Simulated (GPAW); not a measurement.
Pd: band structure with LDA

The system is Pd.

```
CELL_PARAMETERS angstrom
2.78367 0.00000 0.00000
-1.39183 2.41072 0.00000
0.00000 0.00000 4.62889
ATOMIC_POSITIONS crystal
Pd 0.33333 0.66667 0.25000
Pd 0.66667 0.33333 0.75000
```

This isn't the form of Pd at room conditions, which is fcc.

```yaml
Program: GPAW 26.7.0
Task: band structure
Functional: LDA
Potentials_or_basis: the program's PAW data sets (release 1.2.1) made for this functional
Cutoff: 600 eV
Basis: pw
k_mesh: 9 × 9 × 5
Occupations: fermi-dirac, width 0.05 eV
Spin: no spin polarisation
Maxiter: 150
Band_path: GMKGALHA,LM,KH
Band_points: 60
```

| Property | Result |
| --- | --- |
| Pressure | -15.5 GPa |
| Band gap along the path | none (metal or under the smearing width) |

Stress tensor (GPa, compression positive):
```
-15.88   0.00   0.00
  0.00 -15.88   0.00
  0.00   0.00 -14.65
```

Levels at the corners of the path, in eV from the Fermi level:
```tsv
point	band 13	band 14	band 15	band 16	band 17	band 18	band 19
Γ	-2.22	-1.57	-1.57	-0.22	-0.22	0.88	6.55
M	-1.66	0.01	0.03	0.19	2.48	4.31	9.31
K	-1.71	-0.47	-0.47	-0.34	5.74	5.88	5.88
Γ	-2.22	-1.57	-1.57	-0.22	-0.22	0.88	6.55
A	-2.59	-2.59	-0.65	-0.65	-0.65	-0.65	13.75
L	-0.44	-0.44	0.12	0.12	2.56	2.56	7.78
H	-1.69	-1.69	-0.17	-0.17	6.71	6.71	8.48
A	-2.59	-2.59	-0.65	-0.65	-0.65	-0.65	13.75
L	-0.44	-0.44	0.12	0.12	2.56	2.56	7.78
M	-1.66	0.01	0.03	0.19	2.48	4.31	9.31
K	-1.71	-0.47	-0.47	-0.34	5.74	5.88	5.88
H	-1.69	-1.69	-0.17	-0.17	6.71	6.71	8.48
```

Wall time 33 s on 1 thread of Arm Neoverse V2 (shared host), peak memory 0.23 GiB.
